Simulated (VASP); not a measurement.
# InAs (F-43m) in VASP: single point with PBEsol

Aim: the single point of InAs with PBEsol.

Everything below comes from runs of VASP 6.6.1. Logs are shortened: lines on timing, memory, paths and dates and some standing lists are left out, and cuts for length are marked.

**What was measured.**

From a printed reference work, data compilation, for a bulk crystal of InAs at 4.2 K: band gap 0.418 eV (direct).

The runs below are set against these values where they give the same quantity.

## 1. The cell of the first run

The structure is cubic, space group F-43m (No. 216). Conventional cell: a = 6.051 Å, b = 6.051 Å, c = 6.051 Å, α = 90.00°, β = 90.00°, γ = 90.00°. In (site symmetry -43m) has 4 As at 2.62 Å within 3.5 Å. As (site symmetry -43m) has 4 In at 2.62 Å within 3.5 Å.

## 2. Single point, PBEsol

INCAR

```
SYSTEM = InAs
PREC = Accurate
ENCUT = 520
EDIFF = 1E-7
ISMEAR = 0
SIGMA = 0.1
LREAL = .False.
LASPH = .True.
NELM = 60
ALGO = Normal
ISIF = 2
LWAVE = .False.
LCHARG = .False.
GGA = PS
NBANDS = 16
```

KPOINTS

```
regular mesh
0
Gamma
  6 6 6
  0 0 0
```

POSCAR

```
InAs
1.0
    0.0000000000      3.0253554588      3.0253554588
    3.0253554588      0.0000000000      3.0253554588
    3.0253554588      3.0253554588      0.0000000000
In As
1 1
Direct
    0.0000000000      0.0000000000      0.0000000000
    0.2500000000      0.2500000000      0.2500000000
```

Potentials or basis: VASP PAW PBE potentials, release 64 (In_d, As).

Launch:

```
> cat potpaw_PBE.64/In_d/POTCAR potpaw_PBE.64/As/POTCAR > POTCAR
> mpirun -np 1 vasp_std > vasp.out
```

OUTCAR:

```text
SYSTEM = InAs
   PREC = Accurate
   ENCUT = 520
   EDIFF = 1E-7
   ISMEAR = 0
   LREAL = .False.
   LASPH = .True.
   NELM = 60
   ISIF = 2
   GGA = PS

 ion  position               nearest neighbor table
   1  0.000  0.000  0.000-   2 2.62   2 2.62   2 2.62   2 2.62
   2  0.250  0.250  0.250-   1 2.62   1 2.62   1 2.62   1 2.62

  LATTYP: Found a face centered cubic cell.
 ALAT       =     6.0507109176

  Lattice vectors:

 A1 = (   0.0000000000,   3.0253554588,   3.0253554588)
 A2 = (   3.0253554588,   0.0000000000,   3.0253554588)
 A3 = (   3.0253554588,   3.0253554588,   0.0000000000)

Analysis of symmetry for initial positions (statically):
=====================================================================
 Subroutine PRICEL returns:
 Original cell was already a primitive cell.

 Routine SETGRP: Setting up the symmetry group for a
 face centered cubic supercell.

 Subroutine GETGRP returns: Found 24 space group operations
 (whereof 24 operations were pure point group operations)
 out of a pool of 48 trial point group operations.

The static configuration has the point symmetry T_d .

Analysis of symmetry for dynamics (positions and initial velocities):
=====================================================================
 Subroutine PRICEL returns:
 Original cell was already a primitive cell.

 Routine SETGRP: Setting up the symmetry group for a
 face centered cubic supercell.

 Subroutine GETGRP returns: Found 24 space group operations
 (whereof 24 operations were pure point group operations)
 out of a pool of 48 trial point group operations.

The dynamic configuration has the point symmetry T_d .

 Subroutine INISYM returns: Found 24 space group operations
 (whereof 24 operations are pure point group operations),
 and found     1 'primitive' translations

----------------------------------------------------------------------------------------

                                     Primitive cell

  volume of cell :      55.3808

  direct lattice vectors                    reciprocal lattice vectors
     0.000000000  3.025355459  3.025355459    -0.165269836  0.165269836  0.165269836
     3.025355459  0.000000000  3.025355459     0.165269836 -0.165269836  0.165269836
     3.025355459  3.025355459  0.000000000     0.165269836  0.165269836 -0.165269836

  length of vectors
     4.278498721  4.278498721  4.278498721     0.286255753  0.286255753  0.286255753

  position of ions in fractional coordinates (direct lattice)
     0.000000000  0.000000000  0.000000000
     0.250000000  0.250000000  0.250000000

  ion indices of the primitive-cell ions
   primitive index   ion index
                 1           1
                 2           2

----------------------------------------------------------------------------------------

 KPOINTS: regular mesh

Automatic generation of k-mesh.
 Grid dimensions read from file:
 generate k-points for:    6    6    6

 Generating k-lattice:

  Cartesian coordinates                     Fractional coordinates (reciprocal lattice)
    -0.027544973  0.027544973  0.027544973     0.166666667  0.000000000  0.000000000
     0.027544973 -0.027544973  0.027544973     0.000000000  0.166666667  0.000000000
     0.027544973  0.027544973 -0.027544973     0.000000000  0.000000000  0.166666667

  Length of vectors
     0.047709292  0.047709292  0.047709292

  Shift w.r.t. Gamma in fractional coordinates (k-lattice)
     0.000000000  0.000000000  0.000000000

 Subroutine IBZKPT returns following result:
 ===========================================

 Found     16 irreducible k-points:

 Following reciprocal coordinates:
            Coordinates               Weight
  0.000000  0.000000  0.000000      1.000000
  0.166667  0.000000  0.000000      8.000000
  0.333333  0.000000  0.000000      8.000000
  0.500000  0.000000  0.000000      4.000000
  0.166667  0.166667  0.000000      6.000000
  0.333333  0.166667  0.000000     24.000000
[... 8 lines left out ...]
 -0.333333  0.333333  0.166667     24.000000
 -0.333333  0.500000  0.166667     12.000000
   k-points           NKPTS =     16   k-points in BZ     NKDIM =     16   number of bands    NBANDS=     16
   number of dos      NEDOS =    301   number of ions     NIONS =      2
   total plane-waves  NPLWV =  32768
   dimension x,y,z NGX =    32 NGY =   32 NGZ =   32
   dimension x,y,z NGXF=    64 NGYF=   64 NGZF=   64
   ions per type =               1   1
   NGX,Y,Z   is equivalent  to a cutoff of  12.43, 12.43, 12.43 a.u.
   NGXF,Y,Z  is equivalent  to a cutoff of  24.87, 24.87, 24.87 a.u.
 SYSTEM =  InAs
   PREC   = accura    normal or accurate (medium, high low for compatibility)
   ISTART =      0    job   : 0-new  1-cont  2-samecut
   ICHARG =      2    charge: 1-file 2-atom 10-const
   ISPIN  =      1    spin polarized calculation?
   LNONCOLLINEAR =      F non collinear calculations
   LSORBIT =      F    spin-orbit coupling
   LASPH  =      T    aspherical Exc in radial PAW
   ENCUT  =  520.0 eV  38.22 Ry    6.18 a.u.   7.96  7.96  7.96*2*pi/ulx,y,z
   NELM   =     60;   NELMIN=  2; NELMDL= -5     # of ELM steps
   EDIFF  = 0.1E-06   stopping-criterion for ELM
   LREAL  =      F    real-space projection
   EDIFFG = 0.1E-05   stopping-criterion for IOM
   NSW    =      0    number of steps for IOM
   IBRION =     -1    ionic relax: 0-MD 1-quasi-New 2-CG
   NFREE  =      0    steps in history (QN), initial steepest desc. (CG)
   ISIF   =      2    stress and relaxation
   ISYM   =      2    0-nonsym 1-usesym 2-fastsym
   POTIM  = 0.5000    time-step for ionic-motion
   TEBEG  =    0.0;   TEEND  =   0.0 temperature during run
   PSTRESS=    0.0 pullay stress
   NELECT =      18.0000    total number of electrons
   NUPDOWN=      -1.0000    fix difference up-down
   EMIN   =  10.00;   EMAX   =-10.00  energy-range for DOS
   EFERMI =   0.00;   METHOD = LEGACY
   ISMEAR =     0;   SIGMA  =   0.10  broadening in eV -4-tet -1-fermi 0-gaus
   EFERMI_NEDOS =   21; number of points for ismear=-14 and -15
   IALGO  =     38    algorithm
   IMIX   =      4    mixing-type and parameters
     AMIX     =   0.40;   BMIX     =  1.00
     AMIX_MAG =   1.60;   BMIX_MAG =  1.00
  volume/ion in A,a.u.               =      27.69       186.86
  Fermi-wavevector in a.u.,A,eV,Ry     =   1.125587  2.127052 17.237863  1.266947
  Thomas-Fermi vector in A             =   2.262265
   LORBIT       =      0    0 simple, 1 ext, 2 COOP (PROOUT), +10 PAW based schemes
   GGA     = PS    functional components
   LHFCALC =     F    Hartree Fock is set to
   AEXX    =    0.0000 exact exchange contribution
   IVDW    =     0    specifies the selected vdW correction
   LEPSILON=     F    determine dielectric tensor
   LRPA    =     F    only Hartree local field effects (RPA)
 non-spin polarized calculation
 Gauss-broadening in eV      SIGMA  =   0.10
  energy-cutoff  :      520.00
  volume of cell :       55.38
 maximum number of plane-waves:      1524
   NGX = 15   NGY = 15   NGZ = 15

 number of electron      17.9999990 magnetization

 Free energy of the ion-electron system (eV)
  ---------------------------------------------------
  ext. energy  EPLUGINS =         0.00000000
  ---------------------------------------------------
  free energy    TOTEN  =        -8.46707813 eV

  energy without entropy =       -8.46636393  energy(sigma->0) =       -8.46672103

 E-fermi :   4.3928     XC(G=0):  -9.2732

 val. band max:        4.3623069587   @ k =   0.0000   0.0000   0.0000
 cond. band min:       5.2283245257   @ k =   0.5000   0.0000   0.0000
 fundamental gap:      0.8660175670
 Fermi energy:         4.3927645115

 k-point     1 :       0.0000    0.0000    0.0000
  band No.  band energies     occupation
      1      -9.9745      2.00000
      2      -9.9745      2.00000
      3      -9.9745      2.00000
      4      -9.8477      2.00000
      5      -9.8477      2.00000
      6      -7.5163      2.00000
[... 8 lines left out ...]
     15      14.0187      0.00000
     16      14.0187      0.00000

 k-point     2 :       0.1667    0.0000    0.0000
  band No.  band energies     occupation
      1     -10.0094      2.00000
      2      -9.9647      2.00000
      3      -9.9647      2.00000
      4      -9.8477      2.00000
      5      -9.8477      2.00000
      6      -7.2321      2.00000
[... 8 lines left out ...]
     15      12.8924      0.00000
     16      12.8924      0.00000

 k-point     3 :       0.3333    0.0000    0.0000
  band No.  band energies     occupation
      1     -10.0722      2.00000
      2      -9.9485      2.00000
      3      -9.9485      2.00000
      4      -9.8439      2.00000
      5      -9.8439      2.00000
      6      -6.5250      2.00000
[... 8 lines left out ...]
     15      13.3733      0.00000
     16      13.3733      0.00000

 k-point     4 :       0.5000    0.0000    0.0000
  band No.  band energies     occupation
      1     -10.1012      2.00000
      2      -9.9427      2.00000
      3      -9.9427      2.00000
      4      -9.8395      2.00000
      5      -9.8395      2.00000
      6      -6.0348      2.00000
[... 8 lines left out ...]
     15      15.0485      0.00000
     16      15.0485      0.00000
[... 172 lines left out ...]
 k-point    14 :       0.5000    0.3333    0.1667
  band No.  band energies     occupation
      1     -10.1141      2.00000
      2      -9.9300      2.00000
      3      -9.9175      2.00000
      4      -9.8632      2.00000
      5      -9.8362      2.00000
      6      -5.9893      2.00000
[... 8 lines left out ...]
     15      14.8878      0.00000
     16      16.2481      0.00000

 k-point    15 :      -0.3333    0.3333    0.1667
  band No.  band energies     occupation
      1     -10.1268      2.00000
      2      -9.9296      2.00000
      3      -9.9091      2.00000
      4      -9.8590      2.00000
      5      -9.8401      2.00000
      6      -5.6123      2.00000
[... 8 lines left out ...]
     15      15.1110      0.00000
     16      16.0926      0.00000

 k-point    16 :      -0.3333    0.5000    0.1667
  band No.  band energies     occupation
      1     -10.1432      2.00000
      2      -9.9159      2.00000
      3      -9.8986      2.00000
      4      -9.8701      2.00000
      5      -9.8342      2.00000
      6      -5.4505      2.00000
[... 8 lines left out ...]
     15      15.9501      0.00000
     16      16.1084      0.00000

------------------------ aborting loop because EDIFF is reached ----------------------------------------

  FORCE on cell =-STRESS in cart. coord.  units (eV):
  Direction    XX          YY          ZZ          XY          YZ          ZX
  --------------------------------------------------------------------------------------
  -------------------------------------------------------------------------------------
  Total        0.4199754      0.4199754      0.4199754     -0.0000000     -0.0000000      0.0000000
  in kB       12.1499716     12.1499716     12.1499716     -0.0000000     -0.0000000      0.0000000
  external PRESSURE =      12.1499716 kB  Pullay stress =       0.0000000 kB

 VOLUME and BASIS-vectors are now :
 -----------------------------------------------------------------------------
  energy-cutoff  :      520.00
  volume of cell :       55.38
      direct lattice vectors                 reciprocal lattice vectors
     0.000000000  3.025355459  3.025355459    -0.165269836  0.165269836  0.165269836
     3.025355459  0.000000000  3.025355459     0.165269836 -0.165269836  0.165269836
     3.025355459  3.025355459  0.000000000     0.165269836  0.165269836 -0.165269836

 POSITION                                       TOTAL-FORCE (eV/Angst)
 -----------------------------------------------------------------------------------
      0.00000      0.00000      0.00000         0.000000      0.000000      0.000000
      1.51268      1.51268      1.51268        -0.000000     -0.000000     -0.000000
 -----------------------------------------------------------------------------------
    total drift:                               -0.000000     -0.000000     -0.000000

  FREE ENERGIE OF THE ION-ELECTRON SYSTEM (eV)
  ---------------------------------------------------
  free  energy   TOTEN  =        -8.4670781302 eV

  energy  without entropy=       -8.4663639251  energy(sigma->0) =       -8.46672103
```

It took 11 s on 1 thread of Intel Xeon 6975P-C, shared host; peak memory 0.18 GiB.

Results:

```
Free energy            : -8.4671 eV
Pressure               : 1.2 GPa
Band gap on the k mesh : zero (filled and empty bands touch)
```

Caveat: the PAW data sets were made with another functional, which shifts forces and pressure a little; spin-orbit coupling is left out, which moves the levels of the heavy elements.

## 3. Against experiment

Step 2. A measured gap of InAs is 0.418 eV (direct; 4.2 K; a printed reference work, data compilation); the calculated 0.00 eV misses it by -0.42 eV. Spin-orbit coupling on As, In is left out. The value is that of PBEsol on a finite k mesh, which can miss the band edges, without temperature or zero-point motion. Semilocal functionals fall short of measured gaps as a rule.
